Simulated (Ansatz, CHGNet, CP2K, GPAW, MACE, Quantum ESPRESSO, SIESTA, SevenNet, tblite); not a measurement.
# AlP(100) slab, H on both faces (90 atoms) in CP2K, part 2 of 3

How do the settings of CP2K change the result for AlP(100) slab, H on both faces (90 atoms)? A plane-wave run serves as the yardstick.

Program: CP2K 2026.2; the method stands at each step. Banners, paths, timers and routine set-up lines are dropped from the logs unmarked, and long logs keep their key lines alone; longer cuts are marked.

So far. Step 2 (PBE, DZVP-MOLOPT-SR, 450/50 Ry, diagonalisation): Forces lie 15 % from the reference's, at 3.9 times its CPU time (on 2 against 8 cores). Step 3 (PBE, SZV-MOLOPT-SR, 450/50 Ry, diagonalisation): Against the first run (15 %), the force difference from the reference is 68 %, at 0.69 times the CPU time (on 1 against 2 cores), with 252 basis functions against 882: the smaller basis costs accuracy.

**4. PBE, TZVP-MOLOPT (SR for Al), 450/50 Ry, diagonalisation**

Method: Kohn-Sham DFT, PBE, GTH-PBE pseudopotentials, Gaussian and plane waves, TZVP-MOLOPT-GTH, diagonalisation.

Input file input.inp:

```
&GLOBAL
  PROJECT cell
  RUN_TYPE ENERGY_FORCE
  PRINT_LEVEL LOW
&END GLOBAL
&FORCE_EVAL
  METHOD QS
  &DFT
    BASIS_SET_FILE_NAME BASIS_MOLOPT
    BASIS_SET_FILE_NAME BASIS_MOLOPT_UCL
    POTENTIAL_FILE_NAME GTH_POTENTIALS
    &MGRID
      CUTOFF 450
      REL_CUTOFF 50
    &END MGRID
    &QS
      EPS_DEFAULT 1.0E-12
    &END QS
    &SCF
      SCF_GUESS ATOMIC
      EPS_SCF 1.0E-06
      MAX_SCF 200
      ADDED_MOS 35
      &DIAGONALIZATION
        ALGORITHM STANDARD
      &END DIAGONALIZATION
      &SMEAR ON
        METHOD FERMI_DIRAC
        ELECTRONIC_TEMPERATURE [K] 580
      &END SMEAR
      &MIXING
        METHOD BROYDEN_MIXING
        ALPHA 0.15
        NBROYDEN 8
      &END MIXING
      &PRINT
        &RESTART OFF
        &END RESTART
      &END PRINT
    &END SCF
    &XC
      &XC_FUNCTIONAL PBE
      &END XC_FUNCTIONAL
    &END XC
    &PRINT
      &MULLIKEN ON
      &END MULLIKEN
      &HIRSHFELD ON
        SHAPE_FUNCTION DENSITY
      &END HIRSHFELD
      &MO ON
        EIGENVALUES T
        OCCUPATION_NUMBERS T
        MO_INDEX_RANGE 115 138
        &EACH
          QS_SCF 0
        &END EACH
        ADD_LAST NUMERIC
      &END MO
    &END PRINT
  &END DFT
  &SUBSYS
    &CELL
      A 11.58877 0.00000 0.00000
      B 0.00000 11.58877 0.00000
      C 0.00000 0.00000 18.56080
    &END CELL
    &TOPOLOGY
      COORD_FILE_NAME structure.xyz
      COORD_FILE_FORMAT XYZ
    &END TOPOLOGY
    &KIND Al
      BASIS_SET TZVP-MOLOPT-SR-GTH-q3
      POTENTIAL GTH-PBE-q3
    &END KIND
    &KIND P
      BASIS_SET TZVP-MOLOPT-GTH-q5
      POTENTIAL GTH-PBE-q5
    &END KIND
    &KIND H
      BASIS_SET TZVP-MOLOPT-GTH-q1
      POTENTIAL GTH-PBE-q1
    &END KIND
  &END SUBSYS
  &PRINT
    &FORCES ON
    &END FORCES
  &END PRINT
&END FORCE_EVAL
```

Input file structure.xyz:

```xyz
90

[... 90 atom lines left out: the same atoms as in the first run ...]
```

The run is started by

```console
OMP_NUM_THREADS=1 mpirun -np 4 cp2k.psmp -i input.inp > output.txt
```

Numbers of over 12 decimals in the logs are rounded to 6 here.

The program printed:

```text
CP2K| version string:                                       CP2K version 2026.2
 CP2K| Input file name                                                 input.inp
 GLOBAL| Basis set file name                                        BASIS_MOLOPT
 GLOBAL| Potential file name                                      GTH_POTENTIALS
[... lines left out ...]
                        Smear method:                                FERMI_DIRAC
[... lines left out ...]
 Number of electrons:                                                        252
[... lines left out ...]
  Step     Update method      Time    Convergence         Total energy    Change
[... lines left out ...]
  *** SCF run converged in    38 steps ***
[... lines left out ...]
  Fermi energy:                                                 0.050259
  Total energy:                                              -255.058324
  Total energy (extrapolated to T->0):                       -255.053092
[... lines left out ...]
 MO| E(Fermi):            0.050259 a.u.          1.367629 eV
[... lines left out ...]
     90       H      3       1.000          1.104                        -0.104
  Total Charge                                                           -0.000
 !-----------------------------------------------------------------------------!
 ENERGY| Total FORCE_EVAL ( QS ) energy [hartree]           -255.058333
 FORCES| Atomic forces [hartree/bohr]
 FORCES|   Atom     x               y               z               |f|
 FORCES|      1  5.82621972E-03 -1.26326114E-02  1.02748119E-02   1.72944924E-02
 FORCES|      2 -1.98753731E-03  1.89699689E-02 -5.69729693E-03   1.99065119E-02
 FORCES|      3 -7.27215942E-03 -1.09760816E-03  1.06483850E-02   1.29412963E-02
[...]
FORCES|     89  6.03523968E-04 -6.57264987E-04  6.71553346E-03   6.77455741E-03
 FORCES|     90 -2.97363524E-03 -5.30406659E-04  1.04185485E-02   1.08475799E-02
 FORCES| Sum    -3.29349887E-06  1.06364631E-06  1.37344338E-06
 FORCES| Total atomic force                                       3.72355005E-06
```

It took 4.6 min on 4 MPI ranks of Arm Neoverse V2, shared host; peak memory 5 GiB.

Compared with the plane-wave run:

* r.m.s. force component: 0.5131 eV/Å
* r.m.s. difference of force components: 27.33 meV/Å
* longest difference of force vectors: 85.93 meV/Å
* force difference over r.m.s. force: 5.344 %
* slope of forces against the reference's: 1.002
* correlation of force components: 0.9986

Against the first run (15 %), the force difference from the reference is 5.3 %, at 3.0 times the CPU time (on 4 against 2 cores), with 1134 basis functions against 882: the larger basis brings the forces nearer.

**5. PBE, DZVP-MOLOPT-SR, 630/50 Ry, diagonalisation**

Method: Kohn-Sham DFT, PBE, GTH-PBE pseudopotentials, Gaussian and plane waves, DZVP-MOLOPT-SR-GTH, diagonalisation.

Edit input.inp of step 4 so:

```diff
@@ -9,7 +9,7 @@
     BASIS_SET_FILE_NAME BASIS_MOLOPT
-    BASIS_SET_FILE_NAME BASIS_MOLOPT_UCL
     POTENTIAL_FILE_NAME GTH_POTENTIALS
     &MGRID
-      CUTOFF 450
+      CUTOFF 630
       REL_CUTOFF 50
+      NGRIDS 5
     &END MGRID
@@ -72,3 +72,3 @@
     &KIND Al
-      BASIS_SET TZVP-MOLOPT-SR-GTH-q3
+      BASIS_SET DZVP-MOLOPT-SR-GTH-q3
       POTENTIAL GTH-PBE-q3
@@ -76,3 +76,3 @@
     &KIND P
-      BASIS_SET TZVP-MOLOPT-GTH-q5
+      BASIS_SET DZVP-MOLOPT-SR-GTH-q5
       POTENTIAL GTH-PBE-q5
@@ -80,3 +80,3 @@
     &KIND H
-      BASIS_SET TZVP-MOLOPT-GTH-q1
+      BASIS_SET DZVP-MOLOPT-SR-GTH-q1
       POTENTIAL GTH-PBE-q1
```

structure.xyz is that of step 4.

The run is started by

```console
OMP_NUM_THREADS=2 cp2k.psmp -i input.inp > output.txt
```

The program printed:

```text
CP2K| version string:                                       CP2K version 2026.2
 CP2K| Input file name                                                 input.inp
 GLOBAL| Basis set file name                                        BASIS_MOLOPT
 GLOBAL| Potential file name                                      GTH_POTENTIALS
[... lines left out ...]
                        Smear method:                                FERMI_DIRAC
[... lines left out ...]
 Number of electrons:                                                        252
[... lines left out ...]
  Step     Update method      Time    Convergence         Total energy    Change
[... lines left out ...]
  *** SCF run converged in    36 steps ***
[... lines left out ...]
  Fermi energy:                                                 0.055591
  Total energy:                                              -254.971752
  Total energy (extrapolated to T->0):                       -254.966944
[... lines left out ...]
 MO| E(Fermi):            0.055591 a.u.          1.512705 eV
[... lines left out ...]
     90       H      3       1.000          1.101                        -0.101
  Total Charge                                                           -0.000
 !-----------------------------------------------------------------------------!
 ENERGY| Total FORCE_EVAL ( QS ) energy [hartree]           -254.971753
 FORCES| Atomic forces [hartree/bohr]
 FORCES|   Atom     x               y               z               |f|
 FORCES|      1  6.13174671E-03 -1.31798384E-02  1.10792555E-02   1.82772088E-02
 FORCES|      2 -2.68079803E-03  1.91629392E-02 -9.65930162E-03   2.16265352E-02
 FORCES|      3 -7.43278565E-03 -9.59352131E-04  1.15390865E-02   1.37592578E-02
[...]
FORCES|     89  4.33445179E-04 -6.75582621E-04  5.67634363E-03   5.73281463E-03
 FORCES|     90 -2.89855924E-03 -5.58160597E-04  9.56839913E-03   1.00133636E-02
 FORCES| Sum     5.84282782E-07  3.85513427E-07 -4.84763891E-07
 FORCES| Total atomic force                                       8.51471081E-07
```

Wall time 5.1 min (2 threads); peak memory 6.2 GiB; 8.7 min of CPU time.

Compared with the plane-wave run:

```yaml
r_m_s_force_component: 0.5244 eV/Å
r_m_s_difference_of_force_components: 78.44 meV/Å
longest_difference_of_force_vectors: 305.6 meV/Å
force_difference_over_r_m_s_force: 15.34 %
slope_of_forces_against_the_reference_s: 1.014
correlation_of_force_components: 0.9888
energy_less_the_same_level_run_s: 0.0003 meV/atom
r_m_s_force_difference_from_the_same_level_run: 0.017 meV/Å
```

Against the first run (15 %), the force difference from the reference is 15 %, at 1.4 times the CPU time: the change moves forces by 0.017 meV/Å r.m.s., so most of the difference comes from elsewhere.

**6. PBE, DZVP-MOLOPT-SR, 315/50 Ry, diagonalisation**

Method: Kohn-Sham DFT, PBE, GTH-PBE pseudopotentials, Gaussian and plane waves, DZVP-MOLOPT-SR-GTH, diagonalisation.

Edit input.inp of step 5 so:

```diff
@@ -11,5 +11,4 @@
     &MGRID
-      CUTOFF 630
+      CUTOFF 315
       REL_CUTOFF 50
-      NGRIDS 5
     &END MGRID
```

structure.xyz is that of step 5.

The program printed:

```text
CP2K| version string:                                       CP2K version 2026.2
 CP2K| Input file name                                                 input.inp
 GLOBAL| Basis set file name                                        BASIS_MOLOPT
 GLOBAL| Potential file name                                      GTH_POTENTIALS
[... lines left out ...]
                        Smear method:                                FERMI_DIRAC
[... lines left out ...]
 Number of electrons:                                                        252
[... lines left out ...]
  Step     Update method      Time    Convergence         Total energy    Change
[... lines left out ...]
  *** SCF run converged in    36 steps ***
[... lines left out ...]
  Fermi energy:                                                 0.055591
  Total energy:                                              -254.971755
  Total energy (extrapolated to T->0):                       -254.966947
[... lines left out ...]
 MO| E(Fermi):            0.055591 a.u.          1.512705 eV
[... lines left out ...]
     90       H      3       1.000          1.101                        -0.101
  Total Charge                                                           -0.000
 !-----------------------------------------------------------------------------!
 ENERGY| Total FORCE_EVAL ( QS ) energy [hartree]           -254.971756
 FORCES| Atomic forces [hartree/bohr]
 FORCES|   Atom     x               y               z               |f|
 FORCES|      1  6.13173408E-03 -1.31798584E-02  1.10792256E-02   1.82772008E-02
 FORCES|      2 -2.68053996E-03  1.91629424E-02 -9.65934740E-03   2.16265265E-02
 FORCES|      3 -7.43275980E-03 -9.59333712E-04  1.15390809E-02   1.37592379E-02
[...]
FORCES|     89  4.31773079E-04 -6.74029243E-04  5.68876684E-03   5.74480736E-03
 FORCES|     90 -2.89689325E-03 -5.54293431E-04  9.55629927E-03   1.00011043E-02
 FORCES| Sum    -1.99512250E-05  2.13284289E-06 -6.03987991E-05
 FORCES| Total atomic force                                       6.36444446E-05
```

Elapsed: 2.7 min, on 2 threads; peak memory 2.3 GiB.

Against the reference:

```
r.m.s. force component                          : 0.5244 eV/Å
r.m.s. difference of force components           : 78.42 meV/Å
longest difference of force vectors             : 305.4 meV/Å
force difference over r.m.s. force              : 15.34 %
slope of forces against the reference's         : 1.014
correlation of force components                 : 0.9889
energy less the same-level run's                : -0.0006 meV/atom
r.m.s. force difference from the same-level run : 0.24 meV/Å
```

Against the first run (15 %), the force difference from the reference is 15 %, at 0.79 times the CPU time: the change moves forces by 0.24 meV/Å r.m.s., so most of the difference comes from elsewhere.

**7. PBE, DZVP-MOLOPT-SR, 450/30 Ry, diagonalisation**

Method: Kohn-Sham DFT, PBE, GTH-PBE pseudopotentials, Gaussian and plane waves, DZVP-MOLOPT-SR-GTH, diagonalisation.

Edit input.inp of step 6 so:

```diff
@@ -11,4 +11,4 @@
     &MGRID
-      CUTOFF 315
-      REL_CUTOFF 50
+      CUTOFF 450
+      REL_CUTOFF 30
     &END MGRID
@@ -66,6 +66,5 @@
     &END CELL
-    &TOPOLOGY
-      COORD_FILE_NAME structure.xyz
-      COORD_FILE_FORMAT XYZ
-    &END TOPOLOGY
+    &COORD
+[... 90 atom lines left out: the same atoms as in the first run ...]
+    &END COORD
     &KIND Al
```

The program printed:

```text
CP2K| version string:                                       CP2K version 2026.2
 CP2K| Input file name                                                 input.inp
 GLOBAL| Basis set file name                                        BASIS_MOLOPT
 GLOBAL| Potential file name                                      GTH_POTENTIALS
 GLOBAL| Run type                                                   ENERGY_FORCE
 GLOBAL| Total number of message passing processes                             1
 GLOBAL| Number of threads for this process                                    2
[... lines left out ...]
                        Smear method:                                FERMI_DIRAC
[... lines left out ...]
 Number of electrons:                                                        252
[... lines left out ...]
  Step     Update method      Time    Convergence         Total energy    Change
[... lines left out ...]
  *** SCF run converged in    36 steps ***
[... lines left out ...]
  Fermi energy:                                                 0.055592
  Total energy:                                              -254.971754
  Total energy (extrapolated to T->0):                       -254.966946
[... lines left out ...]
 MO| E(Fermi):            0.055592 a.u.          1.512734 eV
[... lines left out ...]
                           Hirshfeld Charges
  #Atom  Element  Kind  Ref Charge     Population                    Net charge
      1       Al     1       3.000          2.835                         0.165
      2       P      2       5.000          5.002                        -0.002
      3       Al     1       3.000          2.805                         0.195
[...]
89       H      3       1.000          1.101                        -0.101
     90       H      3       1.000          1.101                        -0.101
  Total Charge                                                           -0.000
 !-----------------------------------------------------------------------------!
 ENERGY| Total FORCE_EVAL ( QS ) energy [hartree]           -254.971753
 FORCES| Atomic forces [hartree/bohr]
 FORCES|   Atom     x               y               z               |f|
 FORCES|      1  6.13220842E-03 -1.31805572E-02  1.10825754E-02   1.82798946E-02
 FORCES|      2 -2.68019088E-03  1.91626730E-02 -9.65603947E-03   2.16247673E-02
 FORCES|      3 -7.43318267E-03 -9.58988984E-04  1.15356612E-02   1.37565746E-02
[...]
FORCES|     89  4.33018764E-04 -6.76922960E-04  5.67459937E-03   5.73121348E-03
 FORCES|     90 -2.89897974E-03 -5.57755284E-04  9.56559585E-03   1.00107841E-02
 FORCES| Sum     3.64089633E-06 -1.08921736E-05 -9.47441450E-05
 FORCES| Total atomic force                                       9.54376685E-05
```

The job ended after 3 min (2 threads; peak memory 3.7 GiB; 5 min of CPU time).

Compared with the plane-wave run:

| Quantity | Value |
| --- | --- |
| r.m.s. force component | 0.5243 eV/Å |
| r.m.s. difference of force components | 78.41 meV/Å |
| longest difference of force vectors | 305.6 meV/Å |
| force difference over r.m.s. force | 15.34 % |
| slope of forces against the reference's | 1.014 |
| correlation of force components | 0.9889 |
| energy less the same-level run's | 0.0004 meV/atom |
| r.m.s. force difference from the same-level run | 0.114 meV/Å |

This is a coarse setting, run to see what it loses.

Against the first run (15 %), the force difference from the reference is 15 %, at 0.82 times the CPU time: the change moves forces by 0.11 meV/Å r.m.s., so most of the difference comes from elsewhere.

**8. PBE, DZVP-UZH, 450/50 Ry, diagonalisation**

Method: Kohn-Sham DFT, PBE, GTH-PBE pseudopotentials, Gaussian and plane waves, DZVP-MOLOPT (UZH set), diagonalisation.

Edit input.inp of step 7 so:

```diff
@@ -8,7 +8,7 @@
   &DFT
-    BASIS_SET_FILE_NAME BASIS_MOLOPT
-    POTENTIAL_FILE_NAME GTH_POTENTIALS
+    BASIS_SET_FILE_NAME BASIS_MOLOPT_UZH
+    POTENTIAL_FILE_NAME POTENTIAL_UZH
     &MGRID
       CUTOFF 450
-      REL_CUTOFF 30
+      REL_CUTOFF 50
     &END MGRID
@@ -70,3 +70,3 @@
     &KIND Al
-      BASIS_SET DZVP-MOLOPT-SR-GTH-q3
+      BASIS_SET DZVP-MOLOPT-PBE-GTH-q3
       POTENTIAL GTH-PBE-q3
@@ -74,3 +74,3 @@
     &KIND P
-      BASIS_SET DZVP-MOLOPT-SR-GTH-q5
+      BASIS_SET DZVP-MOLOPT-PBE-GTH-q5
       POTENTIAL GTH-PBE-q5
@@ -78,3 +78,3 @@
     &KIND H
-      BASIS_SET DZVP-MOLOPT-SR-GTH-q1
+      BASIS_SET DZVP-MOLOPT-PBE-GTH-q1
       POTENTIAL GTH-PBE-q1
```

The program printed:

```text
CP2K| version string:                                       CP2K version 2026.2
 CP2K| Input file name                                                 input.inp
 GLOBAL| Basis set file name                                    BASIS_MOLOPT_UZH
 GLOBAL| Potential file name                                       POTENTIAL_UZH
 GLOBAL| Run type                                                   ENERGY_FORCE
 GLOBAL| Total number of message passing processes                             1
 GLOBAL| Number of threads for this process                                    2
 TOTAL NUMBERS AND MAXIMUM NUMBERS
  Total number of            - Atomic kinds:                                   3
                             - Atoms:                                         90
[... lines left out ...]
                        Smear method:                                FERMI_DIRAC
[... lines left out ...]
 Number of electrons:                                                        252
[... lines left out ...]
  Step     Update method      Time    Convergence         Total energy    Change
[... lines left out ...]
  *** SCF run converged in    39 steps ***
[... lines left out ...]
  Fermi energy:                                                 0.049820
  Total energy:                                              -254.927342
  Total energy (extrapolated to T->0):                       -254.922224
[... lines left out ...]
 MO| E(Fermi):            0.049820 a.u.          1.355683 eV
[... lines left out ...]
       2     P        2          5.037844                             -0.037844
       3     Al       1          2.626877                              0.373123
[...]
89     H        3          1.137954                             -0.137954
      90     H        3          1.134058                             -0.134058
 # Total charge                            252.000000                  0.000000
 !-----------------------------------------------------------------------------!
 !-----------------------------------------------------------------------------!
                           Hirshfeld Charges
  #Atom  Element  Kind  Ref Charge     Population                    Net charge
      1       Al     1       3.000          2.832                         0.168
      2       P      2       5.000          5.006                        -0.006
      3       Al     1       3.000          2.805                         0.195
[...]
89       H      3       1.000          1.102                        -0.102
     90       H      3       1.000          1.102                        -0.102
  Total Charge                                                           -0.000
 !-----------------------------------------------------------------------------!
 ENERGY| Total FORCE_EVAL ( QS ) energy [hartree]           -254.927335
 FORCES| Atomic forces [hartree/bohr]
 FORCES|   Atom     x               y               z               |f|
 FORCES|      1  5.91014413E-03 -1.25236068E-02  9.69992212E-03   1.69073658E-02
 FORCES|      2 -2.18426291E-03  1.89605903E-02 -6.63496032E-03   2.02063774E-02
 FORCES|      3 -7.29813033E-03 -1.04295449E-03  1.11828118E-02   1.33942428E-02
[...]
FORCES|     89 -6.22204620E-04 -6.65267750E-04  6.26624404E-03   6.33210346E-03
 FORCES|     90 -1.67748422E-03 -5.30242409E-04  1.00216828E-02   1.01749318E-02
 FORCES| Sum    -1.16667505E-06  1.56835188E-06  7.20471893E-07
 FORCES| Total atomic force                                       2.08325180E-06
```

It took 4.6 min on 2 threads; peak memory 3.7 GiB; 8.1 min of CPU time.

Against the reference:

| Property | Result |
| --- | --- |
| r.m.s. force component | 0.5128 eV/Å |
| r.m.s. difference of force components | 53 meV/Å |
| longest difference of force vectors | 144.9 meV/Å |
| force difference over r.m.s. force | 10.37 % |
| slope of forces against the reference's | 0.9974 |
| correlation of force components | 0.9947 |

Against the first run (15 %), the force difference from the reference is 10 %, at 1.3 times the CPU time, with 882 basis functions against 882; this set comes with other potentials too, so the change isn't the basis's alone.

(Part 2 of 3 ends here.)

[Also dropped from logs without a mark: logging warnings of Python, and SIESTA's first energy breakdown and zero terms.]

[Logs are printed without paths, hosts, clocks, repeated set-up lines and the standing remarks that a program may print on its own settings, such as how far it seeks lower states.]

[Hosts, paths, dates, database ids (printed as entryN), source tags and the programs' standing remarks are cut or masked in the printed files.]
